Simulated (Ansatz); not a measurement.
Run this with the Ansatz DFT code, driven from Python and show what comes out.

The script, `gan_kconv.py`:
```python
'''k-point test for GaN.'''

import csv

import ansatz as az

crystal = (
    az.Lattice.from_parameters(3.019678, 3.019678, 3.019678, alpha=60.0, beta=60.0, gamma=60.0)
    .atom('Ga', [0.0, 0.0, 0.0])
    .atom('N', [0.5, 0.5, 0.5])
)

calculation = (
    crystal.calculation()
    .occupations('fermi_dirac', width=0.05)
    .pseudopotentials('paw')
    .functional(az.Functional.PBESOL)
    .stress()
)

rows = []
for value in [1.0, 0.6, 0.4, 0.3]:
    r = calculation.kpoints(spacing=value).run(threads=1).report
    rows.append((value, r['free_energy_ev'] / len(r['lattice']['sites']), r['n_iterations'], sum(r['stress_gpa'][i][i] for i in range(3)) / 3, r['n_kpoints']))

with open('kconv.csv', 'w', newline='') as handle:
    writer = csv.writer(handle)
    writer.writerow(['spacing (1/A)', 'F/atom (eV)', 'iterations', 'P (GPa)', 'k-points'])
    writer.writerows([round(v, 5) if isinstance(v, float) else v for v in row] for row in rows)

# the last row is the reference
for row in rows[:-1]:
    shift = 1000 * (row[1] - rows[-1][1])
    print(f'{row[0]}: {shift:+.2f} meV/atom' + ('  (within 1 meV)' if abs(shift) < 1 else ''))
```

`python gan_kconv.py` gives:
```text
DeckWarning: basis.ecutwfc = 420 eV, auto-derived from the records' recommended cutoffs: set by Ga (normal level)
1.0: +272.12 meV/atom
0.6: +21.60 meV/atom
0.4: +2.30 meV/atom
```
(Warnings from the package without file and line.)

It writes `kconv.csv`:
```csv
spacing (1/A),F/atom (eV),iterations,P (GPa),k-points
1.0,-2060.71433,6,-8.42995,4
0.6,-2060.96485,6,-8.07803,10
0.4,-2060.98416,6,-7.79394,20
0.3,-2060.98646,6,-7.71223,35
```

Reading the output:
- This is a high-temperature or high-pressure form, not the ambient phase.
- Pressure is positive in compression.
- At these settings the cell as given stands under about -8 GPa, so it isn't at this functional's equilibrium volume.
- This cell is a computed structure, which may not be the phase found in nature.
- Shifts are counted from the finest mesh, which is itself no proven limit.
- Timing: 2.8 s on 1 thread of Arm Neoverse V1 (shared host), peak memory 0.33 GiB.
